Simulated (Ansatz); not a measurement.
All numbers below come from Ansatz 0.2.0, DFT PBE, scalar-relativistic, plane waves, PAW. Settings: cutoff 420 eV, Γ-centred meshes spaced at most about 0.3 Å⁻¹, and about 0.25 Å⁻¹ or finer for metals (2π included), Gaussian smearing. No spin polarisation.

Temperature and zero-point effects are left out.

Two relaxed structures of SiMo3:

A.

```
CELL_PARAMETERS angstrom
4.90645 0.00000 0.00000
0.00000 4.90645 0.00000
0.00000 0.00000 4.90645
ATOMIC_POSITIONS crystal
Si 0.50000 0.50000 0.50000
Si 0.00000 0.00000 0.00000
Mo 0.00000 0.50000 0.25000
Mo 0.00000 0.50000 0.75000
Mo 0.50000 0.75000 0.00000
Mo 0.50000 0.25000 0.00000
Mo 0.75000 0.00000 0.50000
Mo 0.25000 0.00000 0.50000
```

B.

```
CELL_PARAMETERS angstrom
5.42158 0.00000 0.00000
-2.71079 4.69522 0.00000
0.00000 0.00000 4.70665
ATOMIC_POSITIONS crystal
Si 0.33333 0.66667 0.25000
Si 0.66667 0.33333 0.75000
Mo 0.66571 0.83286 0.75000
Mo 0.16714 0.33429 0.75000
Mo 0.16714 0.83286 0.75000
Mo 0.83286 0.66571 0.25000
Mo 0.33429 0.16714 0.25000
Mo 0.83286 0.16714 0.25000
```

Task: Which would you expect to be lower, and how large is the difference?

Result: A is lower, by 232 meV/atom. A has the A15 type, space group Pm-3n (No. 223), 14.8 Å³/atom and no gap on its mesh; B has the Ni3Sn (D0_19) type, space group P6_3/mmc (No. 194), 15.0 Å³/atom and no gap. In A, Si has 12 Mo at 2.74 Å; Mo is surrounded by 2 Mo at 2.45 Å, 4 Si at 2.74 Å and 8 Mo at 3.00 Å. In B, Si is surrounded by 12 Mo at 2.71–2.82 Å; Mo is surrounded by 8 Mo at 2.70–2.83 Å and 4 Si at 2.71–2.82 Å. Origin: A, reached from a cell as deposited in COD, among other starts; B, invented.

Cells relaxed within their symmetry can be saddle points.
